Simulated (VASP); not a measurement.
Set up this calculation in VASP 6.6.1, as the native input.

```
Task                   : single point
Functional             : LDA
Potentials or basis    : VASP PAW LDA potentials, release 64 (Al)
Cutoff                 : 520 eV
k mesh                 : 14 × 14 × 27
Occupations            : methfessel-paxton, width 0.1 eV
Spin                   : no spin polarisation
Further INCAR settings : ALGO = Fast; EDIFF = 1e-07
```

The structure of Al lies in POSCAR:

```
Al
1.0
    2.8174514100      0.0000000000      0.0000000000
    0.0000000000      2.8174514100      0.0000000000
    1.4087257100      1.4087257100      1.9922390000
Al
1
Direct
    0.0000000000      0.0000000000      0.0000000000
```

These files were run (other wordings do the same):

INCAR

```
  ALGO = Fast
  EDIFF = 1E-7
  ENCUT = 520
  ICORELEVEL = 1
  ISIF = 2
  ISMEAR = 1
  LASPH = T
  LCHARG = F
  LREAL = F
  LWAVE = F
  NELM = 80
  PREC = Accurate
  SIGMA = 0.1
```

KPOINTS

```
k-points
0
Gamma
  14 14 27
```

Potentials or basis: VASP PAW LDA potentials, release 64 (Al).

Launch:

```bash
$ cat potpaw_LDA.64/Al/POTCAR > POTCAR
$ mpirun -np 1 vasp_std > vasp.out
```

It gave:

| Property | Result |
| --- | --- |
| Pressure | -0.1 GPa |
| Band gap on the k mesh | none (metal or under the smearing width) |

It took 46 s on 1 thread of Intel(R) Xeon(R) Platinum 8375C CPU @ 2.90GHz (Ice Lake) (shared host), peak memory 0.22 GiB.
